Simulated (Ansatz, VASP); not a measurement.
Given: the input of a run of VASP 6.6.1 on P.

The input INCAR:

```
PREC = Accurate
ENCUT = 520
EDIFF = 1E-6
ISMEAR = -1
SIGMA = 0.05
LREAL = F
LASPH = T
NELM = 100
ALGO = Normal
ISIF = 2
LWAVE = F
LCHARG = F
GGA = PE
NBANDS = 12
```

KPOINTS

```
regular mesh
0
Gamma
  9 9 9
```

Contents of POSCAR:

```
P
1.0
    1.7257251780      0.9963478961      3.1296800121
   -1.7257251780      0.9963478961      3.1296800121
    0.0000000000     -1.9926957921      3.1296800121
P
2
Direct
    0.7729197500      0.7729197500      0.7729197500
    0.2270802500      0.2270802500      0.2270802500
```

Potentials or basis: VASP PAW PBE potentials, release 64 (P).

Run with:

```console
$ cat potpaw_PBE.64/P/POTCAR > POTCAR
$ mpirun -np 1 vasp_std > vasp.out
```

Set up the same calculation for Ansatz 0.2.0. Potentials there: all-electron LAPW, scalar-relativistic.

As run (the cutoff follows the program's own potentials):

Contents of input.yaml:

```yaml
crystal:
  lattice:
    - [1.725725178, 0.9963478961, 3.1296800121]
    - [-1.725725178, 0.9963478961, 3.1296800121]
    - [0.0, -1.9926957921, 3.1296800121]
  atoms:
    - { symbol: P, position: [0.77291975, 0.77291975, 0.77291975] }
    - { symbol: P, position: [0.22708025, 0.22708025, 0.22708025] }
kpoints:
  mp_grid: { grid: [9, 9, 9] }
scf:
  occupations: { method: fermi_dirac, width: 0.05 }
hamiltonian:
  xc: pbe
  pseudopotentials: { kind: all_electron, lapw: { basis_error: 0.001 } }
output:
  forces: true
  stress: true
  eigenvalues: true
  populations: true
```

Potentials or basis: all-electron LAPW, scalar-relativistic.

Run with:

```sh
$ ansatz run input.yaml --threads 1 --pin off --max-ram 2560MiB --backend cpu --events-out ev --progress --plain --runs-dir out
```

Both were run:

|  | VASP | Ansatz | Ansatz less VASP |
| --- | --- | --- | --- |
| gap on the k mesh at the Fermi level (eV) | none | none | - |
| pressure (GPa) | 1.5 | 1.8 | +0.31 |
| largest component of the traceless stress (GPa) | 0.82 | 0.99 | +0.169 |
| rms of the force components (eV/Å) | 0.111 | 0.133 | +0.0228 |

Atom by atom the forces differ by 0.023 eV/Å (rms over components). A gap of «none» marks a metal or a gap that the smearing closes. Ansatz ran all-electron here, so the differences hold the error of VASP's frozen core and of both bases.
